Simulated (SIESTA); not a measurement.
AlN:

```xyz
2
Lattice="0.0000 2.1840 2.1840 2.1840 0.0000 2.1840 2.1840 2.1840 0.0000" Properties=species:S:1:pos:R:3 pbc="T T T"
Al    0.0000    0.0000    0.0000
N     1.0920    1.0920    1.0920
```

Measurements of this composition are mostly on another form, of space group No. 186.

Program: SIESTA 5.4.2. Alike in all runs: task band structure; no spin polarisation; cell as given; k mesh 10 × 10 × 10; smearing fermi-dirac 0.05 eV; grid cutoff 800 Ry.

Problem. Order these runs on this cell by their band gap on the k mesh, lowest first.
A. level BLYP; potentials or basis PseudoDojo 0.4 standard (PBE files), DZP (energy shift 0.002 Ry; radii capped at 9.5 bohr); energy shift 0.002 Ry
B. level PBE; potentials or basis PseudoDojo 0.4 standard (PBE files), SZ (energy shift 0.002 Ry; radii capped at 9.5 bohr); energy shift 0.002 Ry
C. level AM05; potentials or basis PseudoDojo 0.4 standard (PBEsol files), DZP (energy shift 0.003 Ry); energy shift 0.003 Ry
D. level RPBE; potentials or basis PseudoDojo 0.4 standard (PBE files), DZP (energy shift 0.002 Ry; radii capped at 9.5 bohr); energy shift 0.002 Ry

Solution. C (3.13 eV), D (3.30 eV), A (3.62 eV), B (3.99 eV).

Caveats: the basis of atomic orbitals isn't converged, which shifts pressures, moduli and gaps; the basis has no polarisation orbitals (some runs).

A k mesh can miss the band edges.

Not every run made on this cell is shown here.
